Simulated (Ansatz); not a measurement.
# SrTe (rocksalt): zero-pressure volume and bulk modulus with rPW86-PBE + rVV10

An exercise on one series of results from a longer session: the logs are not shown, and one member is left open.

Method: DFT rPW86-PBE + rVV10, scalar-relativistic, plane waves, PAW, in Ansatz 0.2.0.

## Starting point

The structure is cubic, space group Fm-3m (No. 225). Conventional cell: a = 6.470 Å, b = 6.470 Å, c = 6.470 Å, α = 90.00°, β = 90.00°, γ = 90.00°. Sr (site symmetry m-3m) has 6 Te at 3.23 Å in its first shell of neighbours. Te (site symmetry m-3m) has 6 Sr at 3.23 Å in its first shell of neighbours.

Structure file:

```
Sr Te
1.0
     0.00000    3.23500    3.23500
     3.23500    0.00000    3.23500
     3.23500    3.23500    0.00000
Sr Te
1 1
Direct
  0.50000 0.50000 0.50000
  0.00000 0.00000 0.00000
```

At PBE, an earlier run found 4.65 GPa for this cell of 33.855 Å³/atom (6×6×6 mesh), mesh gap 1.47 eV. The cell is compressed at this level.

The first run:

File input.yaml:

```yaml
crystal:
  lattice:
    - [0.0, 3.2349999084, 3.2349999084]
    - [3.2349999084, 0.0, 3.2349999084]
    - [3.2349999084, 3.2349999084, 0.0]
  atoms:
    - { symbol: Sr, position: [0.5, 0.5, 0.5] }
    - { symbol: Te, position: [0.0, 0.0, 0.0] }
basis:
  ecutwfc: 420
  ecutrho_ratio: 4
kpoints:
  mp_grid: { grid: [6, 6, 6] }
hamiltonian:
  xc: { exchange: rpw86, correlation: pbe }
  dispersion: rvv10
scf:
  occupations: { method: gaussian, width: 0.05 }
output:
  forces: true
  stress: true
  eigenvalues: true
```

Run with:

```
$ ansatz run input.yaml --threads 4 --pin off --max-ram 8192MiB --backend cpu --events-out ev --progress --plain --runs-dir out
```

Among the steps run: At the given cell; Stepping to 34.937 Å³/atom; Stepping to 37.871 Å³/atom; Stepping to 37.768 Å³/atom; Volume × 0.98 of the new zero; Volume × 1.02 of the new zero; Volume × 0.96 of the new zero; Volume × 1.04 of the new zero.

One table of the session follows, with a row left open; its other results are not shown here.

It belongs to the step «Energy and pressure against volume». 

```
volume (Å³/atom)  energy (meV/atom)  pressure (GPa)
          36.258               7.06            1.55
          37.013                  ?               ?
          37.768               0.00            0.00
          38.524               1.58           -0.66
          39.279               6.11           -1.25
```

Q: Estimate the row for volume (Å³/atom) = 37.013 from the others.

Worked estimate for «energy (meV/atom)». A straight line through the neighbours (36.258, 7.06) and (37.768, 0.00) gives 7.06 + (0.00 − 7.06) × (37.013 − 36.258) / (37.768 − 36.258) = 3.53; a parabola fitted to 3 rows on both sides gives 1.83.

**Answer.** energy (meV/atom): 1.71; pressure (GPa): 0.73. In «energy (meV/atom)» the line misses by +1.82 and the parabola by +0.12.
